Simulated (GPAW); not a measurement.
Input of a GPAW 26.7.0 run:

File run.py:

```python
import numpy as np
from ase.dft.bandgap import bandgap
from ase.io import read, write
from ase.units import GPa
from gpaw import GPAW, PW
from gpaw.spinorbit import soc_eigenstates

atoms = read('CdSe.xyz')

calc = GPAW(mode=PW(600),
            xc='MGGA_X_R2SCAN+MGGA_C_R2SCAN',
            kpts={'size': (5, 5, 3), 'gamma': True},
            occupations={'name': 'fermi-dirac', 'width': 0.05},
            nbands=31,
            convergence={'density': 1e-05, 'energy': 1e-05},
            maxiter=150,
            txt='gpaw.txt')
atoms.calc = calc
energy = atoms.get_potential_energy()
forces = atoms.get_forces()
stress = atoms.get_stress()
calc.write('gs.gpw')
write('result.traj', atoms)
print(f'Energy: {energy:.6f} eV')
print('Forces (eV/A):')
print(forces.round(4))
print('Stress (GPa):', (stress / GPa).round(3))
print('Fermi level:', round(calc.get_fermi_level(), 4), 'eV')
print(f'Gap: {bandgap(calc)[0]:.4f} eV, direct: {bandgap(calc, direct=True)[0]:.4f} eV')

path = atoms.cell.bandpath('GMKGALHA,LM,KH', npoints=80, eps=1e-4)
bs_calc = calc.fixed_density(kpts=path, symmetry='off', nbands=52,
                             convergence={'bands': 'CBM+6.0', 'eigenstates': 1e-6}, txt='bands.txt')
bs = bs_calc.band_structure()
bs.write('bs.json')
print(f'Gap on the path: {bandgap(bs_calc)[0]:.4f} eV')

soc = soc_eigenstates(bs_calc, theta=0, phi=0, ignore_xc_potential=True)
np.savetxt('soc_bands.dat', soc.eigenvalues(), fmt='%.4f')
mesh = soc_eigenstates('gs.gpw', theta=0, phi=0, ignore_xc_potential=True)
np.savetxt('soc_mesh.dat', mesh.eigenvalues(), fmt='%.4f')
print('Fermi level with spin-orbit coupling:', round(mesh.fermi_level, 4), 'eV')
```

Contents of CdSe.xyz:

```xyz
4
Lattice="4.3000000000 0.0000000000 0.0000000000 -2.1500000000 3.7239092363 0.0000000000 0.0000000000 0.0000000000 7.0200000000" Properties=species:S:1:pos:R:3 pbc="T T T"
Cd     2.1500000002      1.2413030786      3.5100000000
Cd    -0.0000000002      2.4826061577      0.0000000000
Se     2.1500000002      1.2413030786      6.2127000000
Se    -0.0000000002      2.4826061577      2.7027000000
```

Potentials or basis: GPAW PAW data sets (gpaw-data 1.2.1), pw.

Command:

```console
$ OMP_NUM_THREADS=1 python run.py
```

**Question.** Predict the pressure.

**Answer.** 1.5 GPa.

**Question.** What does it give for the band gap on the k mesh?

**Answer.** 1.05 eV, direct.

**Question.** Estimate the largest force.

**Answer.** 0.284 eV/Å.

**Question.** Predict the band gap along the path.

**Answer.** 1.05 eV, direct.

Levels at the corners of the path, in eV from the valence-band top:
```tsv
point	band 34	band 35	band 36	band 37	band 38	band 39
Γ	-0.01	0.00	0.00	1.05	1.05	2.45
M	-1.41	-0.95	-0.95	3.52	3.52	3.59
K	-1.94	-1.84	-1.84	4.52	4.52	4.99
Γ	-0.01	0.00	0.00	1.05	1.05	2.45
A	-0.38	-0.38	-0.38	2.66	2.66	2.66
L	-1.39	-1.39	-1.39	3.26	3.26	3.26
H	-1.24	-1.18	-1.18	4.11	4.11	4.17
A	-0.38	-0.38	-0.38	2.66	2.66	2.66
L	-1.39	-1.39	-1.39	3.26	3.26	3.26
M	-1.41	-0.95	-0.95	3.52	3.52	3.59
K	-1.94	-1.84	-1.84	4.52	4.52	4.99
H	-1.24	-1.18	-1.18	4.11	4.11	4.17
```

Caveat: spin-orbit coupling was added after a scalar SCF, so levels and gaps hold it while energy, forces, pressure and moments don't; this program's spin-orbit splittings come out too wide for heavy elements; the PAW data sets were made with another functional, which shifts forces and pressure a little.

**Experimental background.**

A printed reference work, data compilation reports, for a bulk crystal of CdSe at 2 K: band gap 1.841 eV.

Against the measured gap of CdSe, 1.841 eV (2 K; a printed reference work, data compilation), the calculated 1.05 eV is off by -0.79 eV. The value is that of r2SCAN, without temperature or zero-point motion.
